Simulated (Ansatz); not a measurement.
**What strain does to MgO (P6_3/mmc)**

MgO (P6_3/mmc) from a database of computed structures, relaxed with r2SCAN in the PAW code Ansatz. The symmetry is P6_3/mmc (No. 194, hexagonal); a = 3.484 Å, c = 4.185 Å in the conventional setting, 11.00 Å³ an atom. Mg is surrounded by 5 O at 2.01–2.09 Å; O is surrounded by 5 Mg at 2.01–2.09 Å.

The axes x, y and z are those of this cell:
```xyz
4
Lattice="3.4841 0.0000 0.0000 -1.7420 3.0173 0.0000 0.0000 0.0000 4.1853" Properties=species:S:1:pos:R:3 pbc="T T T"
Mg    1.7420    1.0058    3.1390
Mg    0.0000    2.0115    1.0463
O     1.7420    1.0058    1.0463
O     0.0000    2.0115    3.1390
```

Unstrained: The PBE gap is direct at Γ: 3.450 eV. The r2SCAN gap is direct at Γ: 4.094 eV. With HSE06 the gap is 5.046 eV and direct, at Γ. Meshes: PBE 12×12×6, r2SCAN 12×12×6, HSE06 6×6×4. Strains are changes of length per length. After each strain the atoms were relaxed again with r2SCAN within the symmetry that the strain leaves, so tilts or polar shifts that break it weren't tested; points keep the names that they have in the unstrained zone. No spin polarisation and no zero-point or thermal motion.

Changes of the least gap in eV (an overlap counts as a negative gap):
```
                                                       strain  volume change (%)  space group     PBE  r2SCAN   HSE06  energy rise, r2SCAN (meV/atom)
                            isotropic -5.95 % on every length              -16.8     P6_3/mmc  +0.975  +1.024  +1.089                           182.1
epitaxial -4.27 % in the xy plane, free normal strain +2.77 %               -5.8     P6_3/mmc  +0.257  +0.290  +0.270                            41.7
                                     uniaxial -2.42 % along z               -2.4     P6_3/mmc  +0.152  +0.149  +0.176                             6.1
                                     uniaxial +3.42 % along y               +3.4         Cmcm  -0.149  -0.161  -0.164                             7.4
```

Isotropic -5.95 % on every length. HSE06: the gap goes from 5.046 to 6.135 eV (+1.089 eV); with r2SCAN the top three valence levels at Γ, grouped 1+2 from the top over 836 meV, become 1+2 over 1116 meV. Stress change with r2SCAN, compression positive: xx +35.86, yy +35.86, zz +38.53 GPa. For HSE06, dE_g/d ln V = -5.9 eV over this step.

Epitaxial -4.27 % in the xy plane, free normal strain +2.77 %. HSE06: the gap goes from 5.046 to 5.316 eV (+0.270 eV); with r2SCAN the top three valence levels at Γ, grouped 1+2 from the top over 836 meV, become 1+2 over 1068 meV. Stress change with r2SCAN, compression positive: xx +15.62, yy +15.62, zz -0.04 GPa.

Uniaxial -2.42 % along z, other directions held. HSE06: the gap goes from 5.046 to 5.222 eV (+0.176 eV); with r2SCAN the top three valence levels at Γ, grouped 1+2 from the top over 836 meV, become 1+2 over 807 meV. Stress change with r2SCAN, compression positive: xx +2.00, yy +2.00, zz +7.70 GPa.

Uniaxial +3.42 % along y, other directions held. HSE06: the gap goes from 5.046 to 4.882 eV (-0.164 eV); with r2SCAN the top three valence levels at Γ, grouped 1+2 from the top over 836 meV, become 1+1+1 over 772 meV. Stress change with r2SCAN, compression positive: xx -3.74, yy -6.29, zz -2.67 GPa.

The meshes of the hybrids are coarse, so their gaps aren't converged to the digits shown.

The splittings at Γ are without spin-orbit coupling, which regroups them where it is of like size or larger.
